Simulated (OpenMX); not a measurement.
# CoO (Fm-3m) in OpenMX: a series of runs, part 2 of 2

OpenMX 3.8.5. The steps go on from the part before.

## 3. Single point, LDA, collinear spin, ferromagnetic start, 9.68 Å³/atom

CoO.dat reads:

```
System.CurrrentDirectory             ./
System.Name                          CoO
DATA.PATH                            ./DFT_DATA13
level.of.stdout                      1
level.of.fileout                     0
Species.Number                       2
<Definition.of.Atomic.Species
  Co  Co6.0H-s3p2d2          Co_CA13H
  O   O6.0-s2p2d1            O_CA13
Definition.of.Atomic.Species>

Atoms.Number                         2
Atoms.SpeciesAndCoordinates.Unit     FRAC
<Atoms.SpeciesAndCoordinates
    1  Co    0.0000000000    0.0000000000    0.0000000000   9.500  7.500
    2  O     0.5000000000    0.5000000000    0.5000000000   3.000  3.000
Atoms.SpeciesAndCoordinates>

Atoms.UnitVectors.Unit               Ang
<Atoms.UnitVectors
     0.0000000000    2.1315000000    2.1315000000
     2.1315000000    0.0000000000    2.1315000000
     2.1315000000    2.1315000000    0.0000000000
Atoms.UnitVectors>

scf.XcType                           LSDA-CA
scf.SpinPolarization                 on
scf.ElectronicTemperature            580.226
scf.energycutoff                     500.0
scf.maxIter                          160
scf.EigenvalueSolver                 band
scf.Kgrid                            11 11 11
scf.Mixing.Type                      rmm-diisk
scf.Init.Mixing.Weight               0.01
scf.Min.Mixing.Weight                0.001
scf.Max.Mixing.Weight                0.2
scf.Mixing.History                   40
scf.Mixing.StartPulay                15
scf.criterion                        1.0e-8
MD.Type                              nomd
```

Potentials or basis: OpenMX 2013 LDA set, Co6.0H-s3p2d2, O6.0-s2p2d1, fixed grid of 32 × 32 × 32 points.

Command:

```console
$ openmx CoO.dat -nt 1 > CoO.std
```

Run time: 3.1 min. Hardware: 1 thread of Arm Neoverse V2, shared host; peak memory 0.55 GiB.

The run converged. Its results:

```yaml
Free_energy: -4427.4604 eV
Band_gap_on_the_k_mesh: none (metal or under the smearing width)
Net_moment: 2.85 μB per cell
Site_moments: Co +2.49; O +0.37 μB
Mulliken_charges: Co +0.43; O -0.43 e
```

Caveat: Mulliken charges move with the basis; the basis of atomic orbitals isn't converged, which shifts pressures, moduli and gaps; a cell with one magnetic atom can't hold antiferromagnetic order, which such compounds often take; semilocal functionals often make such compounds metallic where correlation or magnetic order opens a gap, which also shifts bond lengths.

## 4. Single point, LDA, collinear spin, ferromagnetic start, 9.49 Å³/atom (volume scaled by 0.98)

CoO.dat, as its differences from that of step 3:

```diff
@@ -20,5 +20,5 @@
 <Atoms.UnitVectors
-     0.0000000000    2.1315000000    2.1315000000
-     2.1315000000    0.0000000000    2.1315000000
-     2.1315000000    2.1315000000    0.0000000000
+     0.0000000000    2.1171941998    2.1171941998
+     2.1171941998    0.0000000000    2.1171941998
+     2.1171941998    2.1171941998    0.0000000000
 Atoms.UnitVectors>
@@ -28,3 +28,2 @@
 scf.ElectronicTemperature            580.226
-scf.energycutoff                     500.0
 scf.maxIter                          160
@@ -40 +39,3 @@
 MD.Type                              nomd
+scf.Ngrid                            32 32 32
+scf.energycutoff                     500.0
```

Command:

```console
$ openmx CoO.dat -nt 1 > CoO.std
```

Run time: 3.2 min. Hardware: 1 thread of Arm Neoverse V2, shared host; peak memory 0.56 GiB.

Results (log left out):

```
Free energy            : -4427.4995 eV
Band gap on the k mesh : none (metal or under the smearing width)
Net moment             : 2.80 μB per cell
Site moments           : Co +2.45; O +0.35 μB
Mulliken charges       : Co +0.43; O -0.43 e
```

Caveat: Mulliken charges move with the basis; the basis of atomic orbitals isn't converged, which shifts pressures, moduli and gaps; a cell with one magnetic atom can't hold antiferromagnetic order, which such compounds often take; semilocal functionals often make such compounds metallic where correlation or magnetic order opens a gap, which also shifts bond lengths.

## 5. Single point, LDA, collinear spin, ferromagnetic start, 9.88 Å³/atom (volume scaled by 1.02)

CoO.dat, as its differences from that of step 4:

```diff
@@ -20,5 +20,5 @@
 <Atoms.UnitVectors
-     0.0000000000    2.1171941998    2.1171941998
-     2.1171941998    0.0000000000    2.1171941998
-     2.1171941998    2.1171941998    0.0000000000
+     0.0000000000    2.1456163054    2.1456163054
+     2.1456163054    0.0000000000    2.1456163054
+     2.1456163054    2.1456163054    0.0000000000
 Atoms.UnitVectors>
```

Command:

```console
$ openmx CoO.dat -nt 1 > CoO.std
```

Run time: 2.7 min. Hardware: 1 thread of Arm Neoverse V2, shared host; peak memory 0.55 GiB.

The run converged. Its results:

| Property | Result |
| --- | --- |
| Free energy | -4427.4140 eV |
| Band gap on the k mesh | none (metal or under the smearing width) |
| Net moment | 2.90 μB per cell |
| Site moments | Co +2.52; O +0.38 μB |
| Mulliken charges | Co +0.43; O -0.43 e |

Caveat: Mulliken charges move with the basis; the basis of atomic orbitals isn't converged, which shifts pressures, moduli and gaps; a cell with one magnetic atom can't hold antiferromagnetic order, which such compounds often take; semilocal functionals often make such compounds metallic where correlation or magnetic order opens a gap, which also shifts bond lengths.

## 6. Single point, LDA, collinear spin, ferromagnetic start, 9.30 Å³/atom (volume scaled by 0.96)

CoO.dat, as its differences from that of step 5:

```diff
@@ -20,5 +20,5 @@
 <Atoms.UnitVectors
-     0.0000000000    2.1456163054    2.1456163054
-     2.1456163054    0.0000000000    2.1456163054
-     2.1456163054    2.1456163054    0.0000000000
+     0.0000000000    2.1026924146    2.1026924146
+     2.1026924146    0.0000000000    2.1026924146
+     2.1026924146    2.1026924146    0.0000000000
 Atoms.UnitVectors>
```

Potentials or basis: OpenMX 2013 LDA set, Co6.0H-s3p2d2, O6.0-s2p2d1, fixed grid of 32 × 32 × 32 points.

Command:

```console
$ openmx CoO.dat -nt 1 > CoO.std
```

It took 3.4 min on 1 thread of Arm Neoverse V2, shared host; peak memory 0.59 GiB.

The run converged. Its results:

- Free energy: -4427.5316 eV
- Band gap on the k mesh: none (metal or under the smearing width)
- Net moment: 2.73 μB per cell
- Site moments: Co +2.40; O +0.33 μB
- Mulliken charges: Co +0.43; O -0.43 e

Caveat: Mulliken charges move with the basis; the basis of atomic orbitals isn't converged, which shifts pressures, moduli and gaps; a cell with one magnetic atom can't hold antiferromagnetic order, which such compounds often take; semilocal functionals often make such compounds metallic where correlation or magnetic order opens a gap, which also shifts bond lengths.

## 7. Single point, LDA, collinear spin, ferromagnetic start, 10.07 Å³/atom (volume scaled by 1.04)

CoO.dat, as its differences from that of step 6:

```diff
@@ -20,5 +20,5 @@
 <Atoms.UnitVectors
-     0.0000000000    2.1026924146    2.1026924146
-     2.1026924146    0.0000000000    2.1026924146
-     2.1026924146    2.1026924146    0.0000000000
+     0.0000000000    2.1595492692    2.1595492692
+     2.1595492692    0.0000000000    2.1595492692
+     2.1595492692    2.1595492692    0.0000000000
 Atoms.UnitVectors>
```

Command:

```console
$ openmx CoO.dat -nt 1 > CoO.std
```

It took 2.8 min on 1 thread of Arm Neoverse V2, shared host; peak memory 0.54 GiB.

Results (log left out):

* Free energy: -4427.3612 eV
* Band gap on the k mesh: none (metal or under the smearing width)
* Net moment: 2.94 μB per cell
* Site moments: Co +2.55; O +0.39 μB
* Mulliken charges: Co +0.43; O -0.43 e

Caveat: Mulliken charges move with the basis; the basis of atomic orbitals isn't converged, which shifts pressures, moduli and gaps; a cell with one magnetic atom can't hold antiferromagnetic order, which such compounds often take; semilocal functionals often make such compounds metallic where correlation or magnetic order opens a gap, which also shifts bond lengths.

## 8. Single point, LDA, collinear spin, ferromagnetic start, 9.10 Å³/atom (volume scaled by 0.94)

CoO.dat, as its differences from that of step 7:

```diff
@@ -20,5 +20,5 @@
 <Atoms.UnitVectors
-     0.0000000000    2.1595492692    2.1595492692
-     2.1595492692    0.0000000000    2.1595492692
-     2.1595492692    2.1595492692    0.0000000000
+     0.0000000000    2.0879877907    2.0879877907
+     2.0879877907    0.0000000000    2.0879877907
+     2.0879877907    2.0879877907    0.0000000000
 Atoms.UnitVectors>
```

Command:

```console
$ openmx CoO.dat -nt 1 > CoO.std
```

It took 3.5 min on 1 thread of Arm Neoverse V2, shared host; peak memory 0.6 GiB.

It converged, with:

| Item | Value |
| --- | --- |
| Free energy | -4427.5566 eV |
| Band gap on the k mesh | none (metal or under the smearing width) |
| Net moment | 2.55 μB per cell |
| Site moments | Co +2.27; O +0.28 μB |
| Mulliken charges | Co +0.43; O -0.43 e |

Caveat: Mulliken charges move with the basis; the basis of atomic orbitals isn't converged, which shifts pressures, moduli and gaps; a cell with one magnetic atom can't hold antiferromagnetic order, which such compounds often take; semilocal functionals often make such compounds metallic where correlation or magnetic order opens a gap, which also shifts bond lengths.

## 9. Single point, LDA, collinear spin, ferromagnetic start, 10.27 Å³/atom (volume scaled by 1.06)

CoO.dat, as its differences from that of step 8:

```diff
@@ -20,5 +20,5 @@
 <Atoms.UnitVectors
-     0.0000000000    2.0879877907    2.0879877907
-     2.0879877907    0.0000000000    2.0879877907
-     2.0879877907    2.0879877907    0.0000000000
+     0.0000000000    2.1733047310    2.1733047310
+     2.1733047310    0.0000000000    2.1733047310
+     2.1733047310    2.1733047310    0.0000000000
 Atoms.UnitVectors>
```

Potentials or basis: OpenMX 2013 LDA set, Co6.0H-s3p2d2, O6.0-s2p2d1, fixed grid of 32 × 32 × 32 points.

Command:

```console
$ openmx CoO.dat -nt 1 > CoO.std
```

Run time: 2.7 min. Hardware: 1 thread of Arm Neoverse V2, shared host; peak memory 0.54 GiB.

Results (log left out):

```
Free energy            : -4427.3029 eV
Band gap on the k mesh : none (metal or under the smearing width)
Net moment             : 2.97 μB per cell
Site moments           : Co +2.57; O +0.40 μB
Mulliken charges       : Co +0.43; O -0.43 e
```

Caveat: Mulliken charges move with the basis; the basis of atomic orbitals isn't converged, which shifts pressures, moduli and gaps; a cell with one magnetic atom can't hold antiferromagnetic order, which such compounds often take; semilocal functionals often make such compounds metallic where correlation or magnetic order opens a gap, which also shifts bond lengths.

## 10. Equation of state, LDA, collinear spin, ferromagnetic start

Potentials or basis: OpenMX 2013 LDA set, Co6.0H-s3p2d2, O6.0-s2p2d1, fixed grid of 32 × 32 × 32 points.

No new run: the results of the series are fitted here.

Results:

* Equilibrium volume: 8.61 Å³/atom (rough: see the caveat)
* Bulk modulus: 159 GPa (rough)

Energy against volume, from the lowest point:
| volume (Å³/atom) | energy (meV/atom) |
| --- | --- |
| 9.103 | 0.00 |
| 9.297 | 12.50 |
| 9.490 | 28.52 |
| 9.684 | 48.11 |
| 9.878 | 71.27 |
| 10.071 | 97.69 |
| 10.265 | 126.84 |

Caveat: the fit is doubtful: noisy points or a state that changes with volume; the minimum lies outside the volumes run; volumes in these bases differ from converged ones by about 1 %, for some elements by several; the basis of atomic orbitals isn't converged, which shifts pressures, moduli and gaps.
